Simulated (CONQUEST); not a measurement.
Crystal: RbCl.

```
Rb Cl
1.0
     4.63014    0.00000    0.00000
     0.00000    4.63014    0.00000
     0.00000    0.00000    6.54800
Rb Cl
2 2
Cartesian
  0.0000 0.0000 0.0000
  2.3151 2.3151 3.2740
  0.0000 0.0000 3.2740
  2.3151 2.3151 0.0000
```

| Property | Result |
| --- | --- |
| Program | CONQUEST 1.3 |
| Task | single point |
| Functional | PBE |
| Potentials or basis | PseudoDojo NC PBE, DZP, grid cutoff 120 Ha |
| k mesh | 6 × 6 × 4 |
| Occupations | fermi-dirac, width 0.05 eV |
| Spin | no spin polarisation |

On this cell: pressure 1.1 GPa; largest force zero by symmetry; band gap on the k mesh 5.09 eV.

The same run follows on a disturbed copy (atoms moved at random, drawn with an rms of 0.05 Å):

```xyz
4
Lattice="4.6301 0.0000 0.0000 0.0000 4.6301 0.0000 0.0000 0.0000 6.5480" Properties=species:S:1:pos:R:3 pbc="T T T"
Rb    0.0053    4.5982    6.5160
Rb    2.3203    2.2831    3.2420
Cl    2.3031    2.2881    6.4924
Cl    4.6182    4.6032    3.2184
```

Question: What changes?

Answer: The energy moves by +0.3 meV/atom; pressure 1.2 GPa; largest force 0.046 eV/Å; band gap on the k mesh 5.09 eV.

Forces on the atoms (eV/Å):
```
Rb  -0.020  0.005 -0.031
Rb  -0.020  0.005 -0.031
Cl   0.027 -0.006  0.037
Cl   0.027 -0.006  0.037
```

The forces don't sum to zero, so they hold noise of the program's grid.

Caveats: the box holds several primitive cells, so bands are folded and the points are those of the box's own zone; the basis of atomic orbitals isn't converged, which shifts pressures, moduli and gaps; the real-space grid breaks the cell's symmetry a little (some runs).

A k mesh can miss the band edges.
